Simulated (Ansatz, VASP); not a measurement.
## Sr in VASP and in Ansatz

```
Sr
1.0
     0.00000    2.91958    2.91958
     2.91958    0.00000    2.91958
     2.91958    2.91958    0.00000
Sr
1
Direct
  0.00000 0.00000 0.00000
```

Alike in both runs: task single point; functional PBE; k mesh 12 × 12 × 12; occupations gaussian, width 0.1 eV; no spin polarisation.

|  | VASP | Ansatz |
| --- | --- | --- |
| version | VASP 6.6.1 | Ansatz 0.2.0 |
| potentials or method | VASP PAW PBE potentials, release 64 (Sr_sv) | scalar-relativistic, plane waves, PAW |
| plane-wave cutoff (eV) | 520 | 420 |
| valence electrons in the cell | 10 | 10 |

|  | VASP | Ansatz | Ansatz less VASP |
| --- | --- | --- | --- |
| gap on the k mesh at the Fermi level (eV) | none | none | - |
| pressure (GPa) | 1.3 | 1.3 | -0.01 |

A gap of «none» marks a metal or a gap that the smearing closes.
